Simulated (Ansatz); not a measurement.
# PbS (Galena) (Fm-3m) in Ansatz: a series of runs

The runs below take PbS (Galena) through phonons, elastic constants, Born charges and dielectric tensor, with LDA, PBE.

Program: Ansatz 0.2.0. These are calculated values, not measurements. Logs are shortened: lines on timing, memory, paths and dates and some standing lists are left out, and cuts for length are marked.

**What was measured.**

From a printed reference work, monograph, for a bulk crystal of PbS at 300 K: high-frequency dielectric constant 17.2.

The runs below are set against these values where they give the same quantity.

### 1 Starting point

The structure is cubic, space group Fm-3m (No. 225). The conventional cell has a = 5.931 Å, b = 5.931 Å, c = 5.931 Å, α = 90.00°, β = 90.00°, γ = 90.00°. Around Pb (site symmetry m-3m) lie 6 S at 2.97 Å. S (site symmetry m-3m) is surrounded by 6 Pb at 2.97 Å.

### 2 Phonons, LDA

The input, input.yaml:

```yaml
crystal:
  lattice:
    - [0.0, 2.96575, 2.96575]
    - [2.96575, 0.0, 2.96575]
    - [2.96575, 2.96575, 0.0]
  atoms:
    - { symbol: Pb, position: [0.0, 0.0, 0.0] }
    - { symbol: S, position: [0.5, 0.5, 0.5] }
hamiltonian:
  xc: lda
  pseudopotentials: { kind: paw }
kpoints:
  mp_grid: { grid: [6, 6, 6] }
scf:
  occupations: { method: fixed }
phonons:
  method: dfpt
  dielectric: true
  rigid_motions: translations
  qmesh: [2, 2, 2]
  temperatures: { t_max: 1000, t_step: 100 }
  qpath:
    path:
      - [[0.0, 0.0, 0.0], [0.5, 0.0, 0.5], [0.5, 0.25, 0.75], [0.375, 0.375, 0.75], [0.0, 0.0, 0.0], [0.5, 0.5, 0.5], [0.625, 0.25, 0.625], [0.5, 0.25, 0.75], [0.5, 0.5, 0.5], [0.375, 0.375, 0.75]]
      - [[0.625, 0.25, 0.625], [0.5, 0.0, 0.5]]
    npoints: 8
```

Potentials or basis: Ansatz PAW.

On the command line:

```bash
$ ansatz run input.yaml --threads 2 --pin off --max-ram 5632MiB --backend cpu --events-out ev --progress --plain --runs-dir out
```

Output:

```text
Warning: RAYON_NUM_THREADS=2 ignored (pool sized by the plan → 2); use --threads N
Engine: ansatz 0.2.0, aarch64-unknown-linux-gnu
Pseudopotentials: kind: paw
Pseudopotential: Pb, paw, valence charge 14, recommended cutoff 420 eV (normal), Pb.paw.azcp
Pseudopotential: S, paw, valence charge 6, recommended cutoff 420 eV (normal), S.paw.azcp
Functional definition: SPW92
  exchange = slater_x
  correlation = pw_c
Crystal: 2 atoms, lattice volume = 52.172 Å³
Basis set: ecut = 420 eV, 965 PW (Γ), exchange–correlation on 60×60×60 points (8 copies of the dense FFT grid, shifted against one another)
Bands: 14, of which v1, the nominal top of the filled ones, is band 10 counted from 1 (9 counted from 0)
Symmetry: 48 space group operations
k-points: 30 of 216 (irreducible under 8 space group operations, time reversal used)
Non-local potential: Pb, projectors of the file, l = 0: 2, l = 1: 2, l = 2: 2, l = 3: 2
Non-local potential: S, projectors of the file, l = 0: 2, l = 1: 2, l = 2: 2
PAW form: soft (Blöchl's): semilocal exchange-correlation on the pseudo side does not see the compensation charge
PAW frozen core: Pb, regenerated for the run's functional, and the local potential with it (the file was generated under x = pbe(κ = 0.804, μ = 0.2195149727645171), c = pbe(β = 0.06672455060314922))
PAW frozen core: S, regenerated for the run's functional, and the local potential with it (the file was generated under x = pbe(κ = 0.804, μ = 0.2195149727645171), c = pbe(β = 0.06672455060314922))
PAW one-centre angular grid: Pb, 590 points (default); XC on 64 Gauss nodes
PAW one-centre angular grid: S, 110 points (default); XC on 64 Gauss nodes
Initial density: superposition of atomic densities (neutral atoms: chi_scale 0, normalization atom), corrected by the library's trained network
Initial wavefunctions: pseudopotential atomic-orbital guess
Functional: x = slater, c = lda
SCF iter   1: F=—  HF=-12472.947106 eV  |F-HF|=—  |Δ(HF+E_count)|=         —  Δρ=5.66e-3  dr2=2.35e-2  ethr=1.77e-3  ⟨swp⟩=4.8  Hψ=2053  notcnv=0  defer=41
preconditioner: auto → none  [insulator: Δε(μ)=0.166 eV  Ē_g=15.294 eV  n_scr=14 (ndim 8)  ℏωp=23.0 eV  f_vac=0.000  ε∞_Penn≈3.3]
SCF iter   2: F=—  HF=-12472.939536 eV  |F-HF|=—  |Δ(HF+E_count)|=   7.57e-3  Δρ=2.74e-3  dr2=4.03e-3  ethr=1.18e-4  ⟨swp⟩=2.3  Hψ=810  notcnv=0  defer=54
SCF iter   3: F=—  HF=-12472.938306 eV  |F-HF|=—  |Δ(HF+E_count)|=   1.23e-3  Δρ=9.92e-4  dr2=4.32e-4  ethr=2.02e-5  ⟨swp⟩=2.9  Hψ=702  notcnv=0  defer=54
SCF iter   4: F=—  HF=-12472.938187 eV  |F-HF|=—  |Δ(HF+E_count)|=   1.20e-4  Δρ=3.10e-4  dr2=3.72e-5  ethr=2.16e-6  ⟨swp⟩=1.0  Hψ=420  notcnv=0  defer=49
SCF iter   5: F=—  HF=-12472.938174 eV  |F-HF|=—  |Δ(HF+E_count)|=   1.31e-5  Δρ=4.44e-5  dr2=7.39e-7  ethr=1.86e-7  ⟨swp⟩=1.0  Hψ=420  notcnv=0  defer=7
SCF iter   6: F=—  HF=-12472.938173 eV  |F-HF|=—  |Δ(HF+E_count)|=   6.04e-7  Δρ=3.68e-6  dr2=2.87e-9  ethr=3.69e-9  ⟨swp⟩=2.6  Hψ=698  notcnv=0  defer=2
SCF iter   7: F=—  HF=-12472.938173 eV  |F-HF|=—  |Δ(HF+E_count)|=  7.20e-10  Δρ=6.83e-7  dr2=2.03e-10  ethr=1.44e-11  ⟨swp⟩=2.0  Hψ=720  notcnv=0  defer=2
SCF iter   8: F=-12472.938173 eV  HF=-12472.938173 eV  |F-HF|=3.64e-12  |Δ(HF+E_count)|=  7.64e-11  Δρ=4.22e-8  dr2=1.09e-12  ethr=1.00e-12  ⟨swp⟩=7.5  Hψ=2506  notcnv=0
SCF 1 converged in 8 iterations: F = -12472.938173 eV  dr2 = 1.09e-12
NSCF: frozen V_eff on 6 k-points
[... 45 lines left out ...]
  k-point 2: bands = ["-8.6139", "-8.6139", "-8.5946", "-8.5602", "-8.5602", "-4.5970", "-0.0855", "6.2524", "6.2524", "7.3603", "9.4807", "10.5659", "10.5659", "15.3480"]
  k-point 29: bands = ["-8.7144", "-8.6024", "-8.5794", "-8.5575", "-8.5341", "-3.6881", "0.2200", "3.2597", "4.1364", "6.3237", "11.1756", "12.2821", "13.1281", "14.8783"]
--- Phonons (Γ-DFPT): 2 representative perturbations + reference, on 30 of 216 k-points (Σ response iterations 6) ---
  k mesh reduced under 8 symmetry operations, with k and −k counted as one. Each operation leaves every solved perturbation unchanged. A smaller set is not considered because the run solves the response to a homogeneous field
  ASR residual: 2.197e-5 → 0.000e0 eV/Å²; symmetrization residual: 7.474e-7 eV/Å²
  ASR residual per site (eV/Å²): 1.64e-5 2.20e-5
  Γ frequencies (cm⁻¹): -57.23 -57.23 -57.23 0.00 0.00 0.00
  ε∞ (high-frequency dielectric tensor):
       19.724474    -0.000000    -0.000000
       -0.000000    19.724474     0.000000
       -0.000000     0.000000    19.724474
  softest optical mode at Γ: -57.23 cm⁻¹; the repairs (sum rule, projections) moved no ω² at Γ by more than (0.47 cm⁻¹)²
  Born effective charges Z* (e; rows j = field, columns β = displacement):
    site 0:
         4.48024    0.00000    0.00000
        -0.00000    4.48024   -0.00000
        -0.00000    0.00000    4.48024
    site 1:
        -4.48024   -0.00000   -0.00000
         0.00000   -4.48024    0.00000
         0.00000   -0.00000   -4.48024
  Z* charge neutrality: 2.517e-3 e pre-enforcement
  solved inside a basis spanned on kpoints, on 10×10×10 k-points transformed towards the longest dipole: ε∞ is read to err by 7.1e-2, Z* by 2.4e-2 e (field_mesh: kpoints solves on kpoints); Z* is corrected for what the basis lacks
  optical modes at Γ without the LO–TO term, one row a degenerate level:
      ω (cm⁻¹)  modes    IR ((D/Å)²/amu)
        -57.23      3            50.0382
  optical modes at Γ + LO–TO along q̂ = [1.0000, 0.0000, 0.0000]:
      ω (cm⁻¹)  modes    IR ((D/Å)²/amu)
        -57.23      2            33.3588
        176.90      1            16.6794
  optical modes at Γ + LO–TO along q̂ = [0.0000, 1.0000, 0.0000]:
      ω (cm⁻¹)  modes    IR ((D/Å)²/amu)
        -57.23      2            33.3588
        176.90      1            16.6794
  optical modes at Γ + LO–TO along q̂ = [0.0000, 0.0000, 1.0000]:
      ω (cm⁻¹)  modes    IR ((D/Å)²/amu)
        -57.23      2            33.3588
        176.90      1            16.6794
--- Phonons (arbitrary-q DFPT): 3 irreducible q on the 2×2×2 mesh ---
  q = [0.0000, 0.0000, 0.0000] (star 1, of the zone-centre solve; hermiticity 4.47e-6, symmetrization 8.19e-12): -57.23 -57.23 -57.23 -0.00 0.00 0.00
  q = [0.0000, 0.0000, -0.5000] (star 4, 2 solved perturbations on 68 of 216 k-point pairs; hermiticity 1.43e-13, symmetrization 1.41e-13): 49.55 49.55 103.28 187.83 187.83 225.62
  q = [0.0000, -0.5000, -0.5000] (star 3, 4 solved perturbations in 152 linear systems a pass and spin channel, the states on 46 of 216 k-point pairs; hermiticity 1.57e-6, symmetrization 7.71e-13): -49.74 35.87 35.87 66.58 83.28 83.28
  sum rule: each row above includes the acoustic sum rule's correction from the zone centre's row sums; it moved no ω² by more than (0.43 cm⁻¹)²
  mesh force constants: q→R imaginary residual 1.12e-17; ASR residual 2.197e-5 → 0.000e0 eV/Å²; symmetrization residual 2.220e-15 eV/Å²
  interpolated dispersion: 83 rows × 6 modes
  density of states and harmonic sums: on the 18×18×18 q-mesh, interpolated from the force constants of a 2×2×2 supercell (with the dipole–dipole term)
  largest difference from the sums on the solved wave vectors: F 1.99e-1 eV, S 2.92e-4 and C_V 9.25e-5 eV/K
  zero-point energy: 0.037299 eV/cell   skipped modes (ω ≤ 0): 28, of them read as no rigid motion or as one in doubt: 25 (5.075e-2 modes/cell left out, lowest -57.23 cm⁻¹)   left out of the sums: 8.54e-3 of the cell's modes: C_V's classical limit lies that fraction below 3 k_B per atom; for a crystal, a wire or a layer, F and S can be off by more, and a phonons.interpolated_qmesh denser along its periods is the remedy for the sampling
```

phbands.tsv:

```text
# q_distance	omega_0_inv_cm	omega_1_inv_cm	omega_2_inv_cm	omega_3_inv_cm	omega_4_inv_cm	omega_5_inv_cm	omega_0_thz	omega_1_thz	omega_2_thz	omega_3_thz	omega_4_thz	omega_5_thz
# format = ansatz-phbands/1
[... 83 lines left out ...]
6.659355	-27.630498	36.312913	41.697906	70.926082	92.362872	95.535226	-0.828342	1.088634	1.250072	2.126310	2.768969	2.864074
6.706170	-40.878617	36.071541	38.615912	68.352598	87.506203	89.013883	-1.225510	1.081398	1.157676	2.049159	2.623370	2.668569
6.752984	-47.617001	35.918760	36.581317	67.002748	84.368721	84.763081	-1.427522	1.076817	1.096680	2.008692	2.529311	2.541133
6.799799	-49.739755	35.866474	35.866474	66.581486	83.281333	83.281333	-1.491160	1.075250	1.075250	1.996063	2.496712	2.496712
```

It took 26 s on 2 threads of Arm Neoverse V2, shared host; peak memory 0.57 GiB.

Results:

* Free energy: -12472.9382 eV
* Band gap on the k mesh: 0.23 eV, direct
* Highest phonon frequency, LO-TO splitting left out: 226 cm⁻¹
* Most unstable mode: 57i cm⁻¹

Levels at points of the mesh, in eV from the valence-band top:
```tsv
k point	band 6	band 7	band 8	band 9	band 10	band 11	band 12	band 13	band 14
(0.00, 0.00, 0.00)	-13.56	-6.11	-2.13	-2.13	-2.13	5.09	5.09	5.09	6.65
(0.00, 0.00, -0.50)	-12.27	-8.94	-1.73	-1.73	0.00	0.23	1.85	1.85	8.51
(0.00, -0.50, -0.50)	-11.84	-7.31	-5.23	-3.43	-3.43	3.76	5.48	5.58	5.58
(-0.50, 0.00, -0.50)	-11.84	-7.31	-5.23	-3.43	-3.43	3.76	5.48	5.58	5.58
```

Phonon frequencies in cm⁻¹ (negative: imaginary):
| q point | frequencies |
| --- | --- |
| (0.000, 0.000, 0.000) | -57 -57 -57 0 0 0 |
| (0.000, 0.000, -0.500) | 50 50 103 188 188 226 |
| (0.000, -0.500, -0.500) | -50 36 36 67 83 83 |

Caveat: some modes are imaginary; spin-orbit coupling is left out, which as a rule narrows the gap of such compounds by several tenths of an eV; the q mesh is small, so phonon branches between its points and thermal values are rough; the PAW data sets come from PBE, with cores solved anew for the run's functional, which leaves a small shift of forces and pressure.

(Part 1 of 3 ends here.)
